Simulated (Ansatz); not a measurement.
# Ir (Fm-3m) in Ansatz: equation of state

Aim: energy against volume of Ir in PBEsol, for its equilibrium volume and stiffness.

Program: Ansatz 0.2.0. These are calculated values, not measurements. Logs are shortened: lines on timing, memory, paths and dates and some standing lists are left out, and cuts for length are marked.

### 1 The crystal as given

It takes space group Fm-3m (No. 225, cubic). The conventional cell has a = 3.831 Å, b = 3.831 Å, c = 3.831 Å, α = 90.00°, β = 90.00°, γ = 90.00°. Around Ir (site symmetry m-3m) lie 12 Ir at 2.71 Å.

### 2 Single point, PBEsol, 13.22 Å³/atom (volume scaled by 0.94)

input.yaml

```yaml
crystal:
  lattice:
    - [0.0, 1.8764951499, 1.8764951499]
    - [1.8764951499, 0.0, 1.8764951499]
    - [1.8764951499, 1.8764951499, 0.0]
  atoms:
    - { symbol: Ir, position: [0.0, 0.0, 0.0] }
hamiltonian:
  xc: pbesol
  pseudopotentials: { kind: paw }
kpoints:
  mp_grid: { grid: [12, 12, 12] }
scf:
  occupations: { method: fermi_dirac, width: 0.05 }
output:
  forces: true
  stress: true
  eigenvalues: true
```

Potentials or basis: Ansatz PAW.

The run is started by

```sh
ansatz run input.yaml --threads 2 --pin off --max-ram 5632MiB --backend cpu --events-out ev --progress --plain --runs-dir out
```

The program printed:

```text
Warning: RAYON_NUM_THREADS=2 ignored (pool sized by the plan → 2); use --threads N
Engine: ansatz 0.2.0, aarch64-unknown-linux-gnu
Pseudopotentials: kind: paw
Pseudopotential: Ir, paw, valence charge 17, recommended cutoff 420 eV (normal), Ir.paw.azcp
Functional definition: PBEsol
  exchange = pbesol_x
  correlation = pbesol_c
Crystal: 1 atoms, lattice volume = 13.215 Å³
Basis set: ecut = 420 eV, 259 PW (Γ), exchange–correlation on 36×36×36 points (8 copies of the dense FFT grid, shifted against one another)
Bands: 13, of which v1, the nominal top of the filled ones, is band 9 counted from 1 (8 counted from 0)
Symmetry: 48 space group operations
Space group: Fm-3m (ITA 225), of the structure as read, at distance tolerance 2.4e-5 Å
k-points: 72 of 1728
Non-local potential: Ir, projectors of the file, l = 0: 3, l = 1: 2, l = 2: 2, l = 3: 1
PAW form: soft (Blöchl's): semilocal exchange-correlation on the pseudo side does not see the compensation charge
PAW frozen core: Ir, regenerated for the run's functional, and the local potential with it (the file was generated under x = pbe(κ = 0.804, μ = 0.2195149727645171), c = pbe(β = 0.06672455060314922))
PAW one-centre angular grid: Ir, 590 points (default); XC on 64 Gauss nodes
Initial density: superposition of atomic densities (neutral atoms: chi_scale 0, normalization atom), corrected by the library's trained network
Initial wavefunctions: pseudopotential atomic-orbital guess
Functional: x = pbesol(κ = 0.804, μ = 0.12345679012345678), c = pbesol(β = 0.046)
SCF iter   1: F=—  HF=-11798.991540 eV  |F-HF|=—  |Δ(HF+E_count)|=         —  Δρ=6.91e-3  dr2=2.14e-3  ethr=1.77e-3  ⟨swp⟩=5.1  Hψ=4786  notcnv=0
preconditioner: auto → none  [metal: Δε(μ)=0.026 eV  Ē_g=15.070 eV  σ=0.050 eV  W_gap=0.13  n_scr=0 (ndim 8)  ℏωp=30.6 eV  f_vac=0.000  D(μ)=0.50/eV (n_scr^D=0)]
SCF iter   2: F=—  HF=-11798.990806 eV  |F-HF|=—  |Δ(HF+E_count)|=   7.34e-4  Δρ=2.96e-3  dr2=2.09e-4  ethr=1.26e-5  ⟨swp⟩=2.4  Hψ=1939  notcnv=0
SCF iter   3: F=—  HF=-11798.990864 eV  |F-HF|=—  |Δ(HF+E_count)|=   5.82e-5  Δρ=9.95e-4  dr2=2.25e-5  ethr=1.23e-6  ⟨swp⟩=1.0  Hψ=930  notcnv=0
SCF iter   4: F=—  HF=-11798.990875 eV  |F-HF|=—  |Δ(HF+E_count)|=   1.15e-5  Δρ=6.68e-5  dr2=1.52e-7  ethr=1.32e-7  ⟨swp⟩=1.3  Hψ=1041  notcnv=0
iter 5 did not close the SCF: its close was put off for the readings that it lacked (scf_convergence_deferred on its scf_iter line)
SCF iter   5: F=-11798.990875 eV  HF=-11798.990875 eV  |F-HF|=7.23e-9  |Δ(HF+E_count)|=   7.61e-8  Δρ=9.21e-6  dr2=9.46e-9  ethr=8.97e-10  ⟨swp⟩=2.3  Hψ=1367  notcnv=0
SCF iter   6: F=-11798.990875 eV  HF=-11798.990875 eV  |F-HF|=1.13e-10  |Δ(HF+E_count)|=   3.19e-9  Δρ=1.37e-6  dr2=1.68e-10  ethr=5.56e-11  ⟨swp⟩=2.2  Hψ=2873  notcnv=0
SCF 1 converged in 6 iterations: F = -11798.990875 eV  dr2 = 1.68e-10
SCF converged after 6 iterations
Free energy (F): -11798.990875 eV
Harris-Foulkes:  -11798.990875 eV  (|F-HF|=1.13e-10)
Internal energy: -11798.986672 eV  (E = F + TS)
E sigma→0 (E₀):  -11798.988774 eV
Entropy (-TS):   -0.004203 eV (-4.203 meV/atom)
Fermi energy:    27.983122 eV
--- Per-component energies (eV) ---
  E_band       = -52.292783
  E_kinetic    = 626.632732
  E_local      = -987.560684  (includes V_loc(G=0)·N_el)
  E_nonlocal   = 76.051525
  E_hartree    = 384.497251
  E_xc         = -267.872273
  E_vxc        = -301.511736  (∫ρ·V_xc dr)
  E_paw        = -9089.041925  (= ΣΔE_a)
  E_vpaw       = -234.899638  (= ΣTr[D̂ρ^β])
  E_aug_tail   = 0.000061  (compensation charges beyond the density's cutoff)
  E_ewald      = -2541.958643
  E_core_change = 0.265285  (= ΣΔE_core)
  E_smearing   = -0.004203  (= −TS)
  E_closure    = 0.000000  (closes the sum)
  Σ components = -11798.990875   (vs F -11798.990875, Δ=0.00e0)
--- Forces (eV/Å), atoms counted from 1 ---
  atom   1  Ir     0.00000000     0.00000000    -0.00000000
  max |Σ_I F_I| component: 5.75e-32 eV/Å
--- Stress (GPa, compression-positive) ---
       27.116409      -0.000000       0.000000
        0.000000      27.116409       0.000000
       -0.000000       0.000000      27.116409
  P = ⅓ Tr σ = 27.1164 GPa (271.164 kbar)
--- Band table (eV; the first three rows and the last of 72) ---
  k-point 0: bands = ["-65.1780", "-21.5506", "-21.5506", "-21.5506", "16.0159", "23.6031", "23.6031", "23.6031", "26.6230", "26.6230", "41.2776", "47.1614", "47.1614"]
  k-point 1: bands = ["-65.1719", "-21.6215", "-21.5601", "-21.5601", "16.3482", "23.4219", "23.7458", "23.7458", "26.5268", "26.5268", "41.8623", "45.8527", "47.7286"]
  k-point 2: bands = ["-65.1553", "-21.8125", "-21.5860", "-21.5860", "17.2500", "23.0644", "24.0359", "24.0359", "26.4282", "26.4282", "43.0384", "43.9865", "49.3310"]
  k-point 71: bands = ["-65.0567", "-22.2165", "-22.2165", "-21.9336", "20.9689", "22.5348", "22.5348", "25.8851", "29.6372", "36.6703", "37.4369", "37.4369", "41.9925"]
```

Run time: 0.6 s. Hardware: 2 threads of Arm Neoverse V1, shared host; peak memory 0.25 GiB.

What came out:

```
Free energy            : -11798.9909 eV
Pressure               : 27.1 GPa
Band gap on the k mesh : none (metal or under the smearing width)
```

Caveat: the PAW data sets come from PBE, with cores solved anew for the run's functional, which leaves a small shift of forces and pressure.

### 3 Single point, PBEsol, 13.50 Å³/atom (volume scaled by 0.96)

Changes to input.yaml since step 2:

```diff
@@ -2,5 +2,5 @@
   lattice:
-    - [0.0, 1.8764951499, 1.8764951499]
-    - [1.8764951499, 0.0, 1.8764951499]
-    - [1.8764951499, 1.8764951499, 0.0]
+    - [0.0, 1.8897103398, 1.8897103398]
+    - [1.8897103398, 0.0, 1.8897103398]
+    - [1.8897103398, 1.8897103398, 0.0]
   atoms:
```

Potentials or basis: Ansatz PAW.

The run is started by

```sh
ansatz run input.yaml --threads 2 --pin off --max-ram 5632MiB --backend cpu --events-out ev --progress --plain --runs-dir out
```

Run time: 0.61 s. Hardware: 2 threads of Arm Neoverse V1, shared host; peak memory 0.26 GiB.

The run converged. Its results:

* Free energy: -11799.0292 eV
* Pressure: 16.7 GPa
* Band gap on the k mesh: none (metal or under the smearing width)

Caveat: the PAW data sets come from PBE, with cores solved anew for the run's functional, which leaves a small shift of forces and pressure.

### 4 Single point, PBEsol, 13.78 Å³/atom (volume scaled by 0.98)

Changes to input.yaml since step 3:

```diff
@@ -2,5 +2,5 @@
   lattice:
-    - [0.0, 1.8897103398, 1.8897103398]
-    - [1.8897103398, 0.0, 1.8897103398]
-    - [1.8897103398, 1.8897103398, 0.0]
+    - [0.0, 1.9027432368, 1.9027432368]
+    - [1.9027432368, 0.0, 1.9027432368]
+    - [1.9027432368, 1.9027432368, 0.0]
   atoms:
```

The run is started by

```sh
ansatz run input.yaml --threads 2 --pin off --max-ram 5632MiB --backend cpu --events-out ev --progress --plain --runs-dir out
```

Run time: 0.89 s. Hardware: 2 threads of Arm Neoverse V1, shared host; peak memory 0.26 GiB.

Results (log left out):

```yaml
Free_energy: -11799.0502 eV
Pressure: 7.5 GPa
Band_gap_on_the_k_mesh: none (metal or under the smearing width)
```

Caveat: the PAW data sets come from PBE, with cores solved anew for the run's functional, which leaves a small shift of forces and pressure.

### 5 Single point, PBEsol, 14.06 Å³/atom

Changes to input.yaml since step 4:

```diff
@@ -2,5 +2,5 @@
   lattice:
-    - [0.0, 1.9027432368, 1.9027432368]
-    - [1.9027432368, 0.0, 1.9027432368]
-    - [1.9027432368, 1.9027432368, 0.0]
+    - [0.0, 1.9156, 1.9156]
+    - [1.9156, 0.0, 1.9156]
+    - [1.9156, 1.9156, 0.0]
   atoms:
```

The run is started by

```sh
ansatz run input.yaml --threads 2 --pin off --max-ram 5632MiB --backend cpu --events-out ev --progress --plain --runs-dir out
```

Wall time 0.63 s (2 threads of Arm Neoverse V1, shared host); peak memory 0.26 GiB.

Results (log left out):

| Quantity | Value |
| --- | --- |
| Free energy | -11799.0561 eV |
| Pressure | -0.7 GPa |
| Band gap on the k mesh | none (metal or under the smearing width) |

Caveat: the PAW data sets come from PBE, with cores solved anew for the run's functional, which leaves a small shift of forces and pressure.

### 6 Single point, PBEsol, 14.34 Å³/atom (volume scaled by 1.02)

Changes to input.yaml since step 5:

```diff
@@ -2,5 +2,5 @@
   lattice:
-    - [0.0, 1.9156, 1.9156]
-    - [1.9156, 0.0, 1.9156]
-    - [1.9156, 1.9156, 0.0]
+    - [0.0, 1.9282864624, 1.9282864624]
+    - [1.9282864624, 0.0, 1.9282864624]
+    - [1.9282864624, 1.9282864624, 0.0]
   atoms:
@@ -18 +18,5 @@
   eigenvalues: true
+  write_density: true
+  write_potential: true
+  elf: true
+  volumetric_format: npy
```

Potentials or basis: Ansatz PAW.

The run is started by

```sh
ansatz run input.yaml --threads 2 --pin off --max-ram 5632MiB --backend cpu --events-out ev --progress --plain --runs-dir out
```

It took 0.75 s on 2 threads of Arm Neoverse V1, shared host; peak memory 0.26 GiB.

Results (log left out):

| Quantity | Value |
| --- | --- |
| Free energy | -11799.0484 eV |
| Pressure | -7.9 GPa |
| Band gap on the k mesh | none (metal or under the smearing width) |

Caveat: the PAW data sets come from PBE, with cores solved anew for the run's functional, which leaves a small shift of forces and pressure.

### 7 Single point, PBEsol, 14.62 Å³/atom (volume scaled by 1.04)

input.yaml

```yaml
crystal:
  lattice:
    - [0.0, 1.940808154, 1.940808154]
    - [1.940808154, 0.0, 1.940808154]
    - [1.940808154, 1.940808154, 0.0]
  atoms:
    - { symbol: Ir, position: [0.0, 0.0, 0.0] }
hamiltonian:
  xc: pbesol
  pseudopotentials: { kind: paw }
kpoints:
  mp_grid: { grid: [12, 12, 12] }
scf:
  occupations: { method: fermi_dirac, width: 0.05 }
output:
  forces: true
  stress: true
  eigenvalues: true
```

The run is started by

```sh
ansatz run input.yaml --threads 2 --pin off --max-ram 5632MiB --backend cpu --events-out ev --progress --plain --runs-dir out
```

Run time: 0.61 s. Hardware: 2 threads of Arm Neoverse V1, shared host; peak memory 0.26 GiB.

It converged, with:

| Item | Value |
| --- | --- |
| Free energy | -11799.0287 eV |
| Pressure | -14.3 GPa |
| Band gap on the k mesh | none (metal or under the smearing width) |

Caveat: the PAW data sets come from PBE, with cores solved anew for the run's functional, which leaves a small shift of forces and pressure.

### 8 Single point, PBEsol, 14.90 Å³/atom (volume scaled by 1.06)

Changes to input.yaml since step 7:

```diff
@@ -2,5 +2,5 @@
   lattice:
-    - [0.0, 1.940808154, 1.940808154]
-    - [1.940808154, 0.0, 1.940808154]
-    - [1.940808154, 1.940808154, 0.0]
+    - [0.0, 1.9531703226, 1.9531703226]
+    - [1.9531703226, 0.0, 1.9531703226]
+    - [1.9531703226, 1.9531703226, 0.0]
   atoms:
```

The run is started by

```sh
ansatz run input.yaml --threads 2 --pin off --max-ram 5632MiB --backend cpu --events-out ev --progress --plain --runs-dir out
```

Run time: 0.63 s. Hardware: 2 threads of Arm Neoverse V1, shared host; peak memory 0.26 GiB.

The run converged. Its results:

```
Free energy            : -11798.9985 eV
Pressure               : -20.0 GPa
Band gap on the k mesh : none (metal or under the smearing width)
```

Caveat: the PAW data sets come from PBE, with cores solved anew for the run's functional, which leaves a small shift of forces and pressure.

### 9 Equation of state, PBEsol

Potentials or basis: Ansatz PAW.

No new run: the results of the series are fitted here.

What came out:

```
Equilibrium volume                      : 14.03 Å³/atom
Bulk modulus                            : 388 GPa
Pressure derivative of the bulk modulus : 5.0
```

Energy against volume, from the lowest point:
| volume (Å³/atom) | energy (meV/atom) |
| --- | --- |
| 13.215 | 65.20 |
| 13.496 | 26.91 |
| 13.778 | 5.83 |
| 14.059 | 0.00 |
| 14.340 | 7.68 |
| 14.621 | 27.34 |
| 14.902 | 57.57 |

The run has no spin-orbit coupling, so splittings on Ir are missing.
